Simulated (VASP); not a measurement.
SiC (Moissanite 3C), 2 atoms in the cell. The structure is cubic, space group F-43m (No. 216). Conventional cell: a = 4.358 Å, b = 4.358 Å, c = 4.358 Å, α = 90.00°, β = 90.00°, γ = 90.00°. Si (site symmetry -43m) has 4 C at 1.89 Å as nearest neighbours. Around C (site symmetry -43m) lie 4 Si at 1.89 Å. 

```yaml
Program: VASP 6.6.1
Task: relaxation of cell and atoms
Functional: PBE
Dispersion: D4
Potentials_or_basis: VASP PAW PBE potentials, release 64 (Si, C)
Cutoff: 600 eV
k_mesh: 10 × 10 × 10
Occupations: fermi-dirac, width 0.05 eV
Spin: no spin polarisation
Further_INCAR_settings: ALGO = Normal; EDIFF = 1e-06; IBRION = 2; EDIFFG = -0.02; NSW = 40; ISIF = 3
```

Potentials or basis: VASP PAW PBE potentials, release 64 (Si, C).

Launch:

```console
$ cat potpaw_PBE.64/Si/POTCAR potpaw_PBE.64/C/POTCAR > POTCAR
$ mpirun -np 1 vasp_std > vasp.out
```

Hardware: 1 thread of Intel(R) Xeon(R) Platinum 8375C CPU @ 2.90GHz (Ice Lake), with other jobs on the host.

Problem. Estimate the wall time of this run.

Solution. Wall time 19 s on 1 thread of Intel(R) Xeon(R) Platinum 8375C CPU @ 2.90GHz (Ice Lake) (shared host), peak memory 0.15 GiB. Counts: scf iterations 22, k points 47, ion steps 3.
